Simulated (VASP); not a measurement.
A run of VASP 6.6.1 is set up as follows.

Contents of INCAR:

```
  PREC = Accurate
  ENCUT = 520
  EDIFF = 1E-6
  ISMEAR = 0
  SIGMA = 0.01
  LREAL = F
  LASPH = T
  NELM = 100
  ALGO = Normal
  ISIF = 2
  LWAVE = F
  LCHARG = T
  GGA = PE
  LELF = T
  LVHAR = T
  NBANDS = 16
```

Contents of KPOINTS:

```
regular mesh
0
Gamma
  6 6 6
```

POSCAR

```
AgCl
1.0
    0.0000000000      2.7731725637      2.7731725637
    2.7731725637      0.0000000000      2.7731725637
    2.7731725637      2.7731725637      0.0000000000
Ag Cl
1 1
Direct
    0.0000000000      0.0000000000      0.0000000000
    0.5000000000      0.5000000000      0.5000000000
```

Potentials or basis: VASP PAW PBE potentials, release 64 (Ag, Cl).

Run with:

```console
$ cat potpaw_PBE.64/Ag/POTCAR potpaw_PBE.64/Cl/POTCAR > POTCAR
$ mpirun -np 1 vasp_std > vasp.out
```

Q: What does it give for the pressure?

A: 1.5 GPa.

Q: What does it give for the band gap on the k mesh?

A: 0.91 eV, indirect (least direct gap 3.23 eV).

**Experimental background.**

A printed reference work, data compilation reports, for a bulk crystal of AgCl: band gap 3.249 eV (indirect).

A measured gap of AgCl is 3.249 eV (indirect; a printed reference work, data compilation); the calculated 0.91 eV misses it by -2.34 eV. So large a miss can be the level of theory's own, or it may mean another phase, state or a wrong row. Spin-orbit coupling on Ag is left out. The value is that of PBE on a finite k mesh, which can miss the band edges, without temperature or zero-point motion. Semilocal functionals fall short of measured gaps as a rule.
